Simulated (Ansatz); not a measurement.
The system is Sn.

```
Sn
1.0
    -1.89114    1.89779    1.87320
     1.89711   -1.92154    1.90292
     1.88324    1.91364   -1.89694
Sn
1
Direct
  0.00000 0.00000 0.00000
```

This isn't the form of Sn at room conditions, which is tetragonal (white tin).

The cell isn't the ideal one: cell sheared at random, sigma 0.01, atoms nudged by 0.01 Å.

| Item | Value |
| --- | --- |
| Program | Ansatz 0.2.0 |
| Task | relaxation of cell and atoms |
| Functional | revPBE |
| Potentials or basis | Ansatz PAW |
| Cutoff | 420 eV (not typed: the program's choice for these potentials) |
| k mesh | 10 × 10 × 10 |
| Occupations | fermi-dirac, width 0.05 eV |
| Spin | no spin polarisation |

At the start: volume 27.20 Å³/atom.

Task: How do energy, volume and symmetry change on relaxing?

Result: It ends after 15 steps and the volume is 28.47 Å³/atom (+4.6 %); space group C2/m (No. 12, to 0.05 Å).

Step by step:
| step | energy change (eV) | largest force (eV/Å) | volume (Å³) |
| --- | --- | --- | --- |
| 1 | 0.0000 | 0.0000 | 27.20 |
| 2 | -0.0055 | 0.0000 | 28.18 |
| 3 | -0.0074 | 0.0000 | 28.39 |
| 4 | -0.0099 | 0.0000 | 28.46 |
| 5 | -0.0133 | 0.0000 | 28.45 |
| 6 | -0.0178 | 0.0000 | 28.08 |
| 7 | -0.0207 | 0.0000 | 28.19 |
| 8 | -0.0215 | 0.0000 | 28.43 |
| 9 | -0.0221 | 0.0000 | 28.49 |
| 10 | -0.0226 | 0.0000 | 28.49 |
| 11 | -0.0228 | 0.0000 | 28.45 |
| 12 | -0.0228 | 0.0000 | 28.49 |
| 13 | -0.0233 | 0.0000 | 28.49 |
| 14 | -0.0233 | 0.0000 | 28.47 |
| 15 | -0.0233 | 0.0000 | 28.47 |

Final structure:
```cif
data_structure
_symmetry_space_group_name_H-M 'P 1'
_symmetry_Int_Tables_number 1
_cell_length_a 3.3880
_cell_length_b 3.3269
_cell_length_c 3.3879
_cell_angle_alpha 105.836
_cell_angle_beta 104.567
_cell_angle_gamma 119.292
_cell_volume 28.47
loop_
_atom_site_label
_atom_site_type_symbol
_atom_site_fract_x
_atom_site_fract_y
_atom_site_fract_z
_atom_site_occupancy
Sn1 Sn 0.00000 0.00000 0.00000 1
```

Caveat: the plane-wave basis is chosen anew once the cell has moved, so the energies of steps on either side of that aren't comparable; the PAW data sets come from PBE, with cores solved anew for the run's functional, which leaves a small shift of forces and pressure.
